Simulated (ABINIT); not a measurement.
Mg:

```
CELL_PARAMETERS angstrom
3.20930 0.00000 0.00000
-1.60465 2.77934 0.00000
0.00000 0.00000 5.21030
ATOMIC_POSITIONS crystal
Mg 0.66667 0.33333 0.75000
Mg 0.33333 0.66667 0.25000
```

Program: ABINIT 10.8.3 (patched build). Alike in all runs: no spin polarisation; cell as given; smearing fermi-dirac 0.05 eV. Hardware: 1 thread of Intel(R) Xeon(R) Platinum 8488C (Sapphire Rapids) (shared host).

**Question.** Order these runs on this cell by their wall time, lowest first.
A. task single point; level PBE; potentials or basis JTH PAW PBE v2.0; k mesh 8 × 8 × 4; cutoff (eV) 517; fine-grid cutoff 1034.03 eV
B. task band structure; level LDA; potentials or basis PseudoDojo NC SR LDA v0.4 stringent; k mesh 10 × 10 × 5; cutoff (eV) 1143
C. task band structure; level WC; potentials or basis JTH PAW PBE v2.0; k mesh 10 × 10 × 5; cutoff (eV) 517; fine-grid cutoff 1034.03 eV

**Answer.** A (8.5 s), C (27 s), B (88 s).
